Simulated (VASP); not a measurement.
# Rb (Im-3m) in VASP: notebook, part 2 of 2

VASP 6.6.1. Earlier steps stand in the parts before.

## Step 3: Relaxation of cell and atoms, PBE+D3(BJ)

This run uses another cell than the first one, of 85.93 Å³/atom, 0.976 times its volume.

Contents of INCAR:

```
SYSTEM = Rb
  PREC = Accurate
  ENCUT = 600
  EDIFF = 1E-7
  ISMEAR = 1
  SIGMA = 0.1
  LREAL = .False.
  LASPH = .True.
  NELM = 80
  ALGO = Normal
  ISIF = 3
  LWAVE = .False.
  LCHARG = .False.
  GGA = PE
  IVDW = 12
  IBRION = 2
  NSW = 90
  EDIFFG = -0.005
```

Contents of KPOINTS:

```
Automatic mesh
0
Gamma
  10 10 10
  0 0 0
```

Contents of POSCAR:

```
Rb                                      
1.0
   -2.7798648906      2.7798648906      2.7798648906
    2.7798648906     -2.7798648906      2.7798648906
    2.7798648906      2.7798648906     -2.7798648906
  Rb            
     1
Direct
     0.0000000000000000    0.0000000000000000    0.0000000000000000
```

Potentials or basis: VASP PAW PBE potentials, release 64 (Rb_sv).

On the command line:

```
cat potpaw_PBE.64/Rb_sv/POTCAR > POTCAR
mpirun -np 1 vasp_std > vasp.out
```

It took 21 s on 1 thread of Intel Xeon Platinum 8488C (Sapphire Rapids), shared host; peak memory 0.25 GiB.

The run converged. Its results:

```
Free energy                : -1.0373 eV
Pressure after relaxing    : 0.0 GPa
Band gap on the k mesh     : none (metal or under the smearing width)
Dispersion energy per atom : -0.108 eV
```

Final structure:
```
Rb
1.0
    -2.77986    2.77986    2.77986
     2.77986   -2.77986    2.77986
     2.77986    2.77986   -2.77986
Rb
1
Direct
  0.00000 0.00000 0.00000
```

Levels at points of the mesh, in eV from the Fermi level:
```
           k point  band 3  band 4  band 5  band 6  band 7  band 8
(0.00, 0.00, 0.00)  -12.92  -12.92   -2.06    3.72    3.72    3.72
(0.50, 0.00, 0.00)  -12.96  -12.92    0.22    0.81    2.59    4.37
(0.50, 0.50, 0.50)  -13.00  -13.00    1.21    1.21    3.39    3.39
```

Caveat: the relaxation stopped at its first step, so nothing moved; pairwise dispersion overbinds metals, which lowers pressure and volume.

## Step 4: Relaxation of the atoms, PBE+D3(BJ) (a relaxed cell with its volume scaled by 0.94)

Changes to INCAR since step 3:

```diff
@@ -10,3 +10,3 @@
   ALGO = Normal
-  ISIF = 3
+  ISIF = 2
   LWAVE = .False.
@@ -16,3 +16,3 @@
   IBRION = 2
-  NSW = 90
-  EDIFFG = -0.005
+  NSW = 40
+  EDIFFG = -0.01
```

KPOINTS is that of step 3.

Contents of POSCAR:

```
Rb                                      
1.0
   -2.7231170309      2.7231170309      2.7231170309
    2.7231170309     -2.7231170309      2.7231170309
    2.7231170309      2.7231170309     -2.7231170309
  Rb            
     1
Direct
     0.0000000000000000    0.0000000000000000    0.0000000000000000
```

On the command line:

```
cat potpaw_PBE.64/Rb_sv/POTCAR > POTCAR
mpirun -np 1 vasp_std > vasp.out
```

Run time: 20 s. Hardware: 1 thread of Intel Xeon Platinum 8488C (Sapphire Rapids), shared host; peak memory 0.25 GiB.

Results (log left out):

```
Free energy                : -1.0341 eV
Pressure after relaxing    : 0.2 GPa
Band gap on the k mesh     : none (metal or under the smearing width)
Dispersion energy per atom : -0.114 eV
```

Final structure:
```
Rb
1.0
    -2.72312    2.72312    2.72312
     2.72312   -2.72312    2.72312
     2.72312    2.72312   -2.72312
Rb
1
Cartesian
  0.0000 0.0000 0.0000
```

Levels at points of the mesh, in eV from the Fermi level:
```
           k point  band 3  band 4  band 5  band 6  band 7  band 8
(0.00, 0.00, 0.00)  -12.89  -12.89   -2.15    3.77    3.77    3.77
(0.50, 0.00, 0.00)  -12.94  -12.89    0.19    0.86    2.59    4.50
(0.50, 0.50, 0.50)  -12.99  -12.99    1.15    1.15    3.57    3.57
```

Caveat: the relaxation stopped at its first step, so nothing moved; pairwise dispersion overbinds metals, which lowers pressure and volume.

## Step 5: Relaxation of the atoms, PBE+D3(BJ) (a relaxed cell with its volume scaled by 0.96)

INCAR is that of step 4.

KPOINTS is that of step 4.

Contents of POSCAR:

```
Rb                                      
1.0
   -2.7422945433      2.7422945433      2.7422945433
    2.7422945433     -2.7422945433      2.7422945433
    2.7422945433      2.7422945433     -2.7422945433
  Rb            
     1
Direct
     0.0000000000000000    0.0000000000000000    0.0000000000000000
```

Potentials or basis: VASP PAW PBE potentials, release 64 (Rb_sv).

On the command line:

```
cat potpaw_PBE.64/Rb_sv/POTCAR > POTCAR
mpirun -np 1 vasp_std > vasp.out
```

OUTCAR:

```text
SYSTEM = Rb
   PREC = Accurate
   ENCUT = 600
   EDIFF = 1E-7
   ISMEAR = 1
   LREAL = .False.
   LASPH = .True.
   NELM = 80
   ISIF = 2
   GGA = PE
   IVDW = 12
   IBRION = 2
   NSW = 40
   EDIFFG = -0.01
 IVDW          = 12

 ion  position               nearest neighbor table
   1  0.000  0.000  0.000-

  LATTYP: Found a body centered cubic cell.
 ALAT       =     5.4845890866

  Lattice vectors:

 A1 = (  -2.7422945433,   2.7422945433,   2.7422945433)
 A2 = (   2.7422945433,  -2.7422945433,   2.7422945433)
 A3 = (   2.7422945433,   2.7422945433,  -2.7422945433)

Analysis of symmetry for initial positions (statically):
=====================================================================
 Subroutine PRICEL returns:
 Original cell was already a primitive cell.

 Routine SETGRP: Setting up the symmetry group for a
 body centered cubic supercell.

 Subroutine GETGRP returns: Found 48 space group operations
 (whereof 48 operations were pure point group operations)
 out of a pool of 48 trial point group operations.

The static configuration has the point symmetry O_h .

[... 165 lines left out ...]
 fundamental gap:      0.0842374799
 Fermi energy:         0.2552253695

 k-point     1 :       0.0000    0.0000    0.0000
  band No.  band energies     occupation
      1     -28.6131      2.00000
      2     -12.6435      2.00000
      3     -12.6435      2.00000
      4     -12.6435      2.00000
      5      -1.8613      2.00000
      6       4.0121      0.00000
      7       4.0121      0.00000
      8       4.0121      0.00000
[... 243 lines left out ...]
 k-point    24 :      -0.3000    0.3000    0.1000
  band No.  band energies     occupation
      1     -28.6081      2.00000
      2     -12.7304      2.00000
      3     -12.6771      2.00000
      4     -12.6537      2.00000
      5      -0.6667      2.00000
      6       2.3991      0.00000
      7       3.1998      0.00000
      8       4.1285      0.00000

 [... further k-points ...]

------------------------ aborting loop because EDIFF is reached ----------------------------------------

 Edisp (eV)   -0.11194

 E8    (eV) :    -0.0640

  FORCE on cell =-STRESS in cart. coord.  units (eV):
  Direction    XX          YY          ZZ          XY          YZ          ZX
  --------------------------------------------------------------------------------------
  -------------------------------------------------------------------------------------
  Total       0.06960     0.06960     0.06960    -0.00000     0.00000    -0.00000
  in kB       1.35176     1.35176     1.35176    -0.00000     0.00000    -0.00000
  external pressure =        1.35 kB  Pullay stress =        0.00 kB

 VOLUME and BASIS-vectors are now :
 -----------------------------------------------------------------------------
  energy-cutoff  :      600.00
  volume of cell :       82.49
      direct lattice vectors                 reciprocal lattice vectors
    -2.742294543  2.742294543  2.742294543     0.000000000  0.182329065  0.182329065
     2.742294543 -2.742294543  2.742294543     0.182329065  0.000000000  0.182329065
     2.742294543  2.742294543 -2.742294543     0.182329065  0.182329065  0.000000000

 POSITION                                       TOTAL-FORCE (eV/Angst)
 -----------------------------------------------------------------------------------
      0.00000      0.00000      0.00000        -0.000000     -0.000000     -0.000000
 -----------------------------------------------------------------------------------
    total drift:                                0.000000     -0.000000     -0.000000

  FREE ENERGIE OF THE ION-ELECTRON SYSTEM (eV)
  ---------------------------------------------------
  free  energy   TOTEN  =        -1.0359523695 eV

  energy  without entropy=       -1.0350934136  energy(sigma->0) =       -1.03566605

 reached required accuracy - stopping structural energy minimisation
```

CONTCAR:

```text
Rb
   1.00000000000000
    -2.7422945432999999    2.7422945432999999    2.7422945432999999
     2.7422945432999999   -2.7422945432999999    2.7422945432999999
     2.7422945432999999    2.7422945432999999   -2.7422945432999999
  Rb
     1
Direct
     0.0000000000000000    0.0000000000000000    0.0000000000000000

  0.00000000E+00  0.00000000E+00  0.00000000E+00
```

Wall time 22 s (1 thread of Intel Xeon Platinum 8488C (Sapphire Rapids), shared host); peak memory 0.25 GiB.

What came out:

```
Free energy                : -1.0360 eV
Pressure after relaxing    : 0.1 GPa
Band gap on the k mesh     : none (metal or under the smearing width)
Dispersion energy per atom : -0.112 eV
```

Final structure:
```yaml
crystal:
  lattice:
    - [-2.74229, 2.74229, 2.74229]
    - [2.74229, -2.74229, 2.74229]
    - [2.74229, 2.74229, -2.74229]
  atoms:
    - { symbol: Rb, position: [0.00000, 0.00000, 0.00000] }
```

Caveat: the relaxation stopped at its first step, so nothing moved; pairwise dispersion overbinds metals, which lowers pressure and volume.

## Step 6: The runs side by side

```csv
task,cell,gap on the mesh (eV),pressure (GPa)
relaxation of cell and atoms,relaxed,none,0.0
relaxation of the atoms,atoms relaxed from: a relaxed cell with its volume scaled by 0.94,none,0.2
relaxation of the atoms,atoms relaxed from: a relaxed cell with its volume scaled by 0.96,none,0.1
```

Alike in all rows: level PBE+D3(BJ); potentials or basis VASP PAW PBE potentials, release 64 (Rb_sv); no spin polarisation; k mesh 10 × 10 × 10; cutoff (eV) 600; smearing methfessel-paxton 0.1 eV.

Caveats: the relaxation stopped at its first step, so nothing moved; pairwise dispersion overbinds metals, which lowers pressure and volume.

Absolute energies hang on the potentials; compare differences alone.
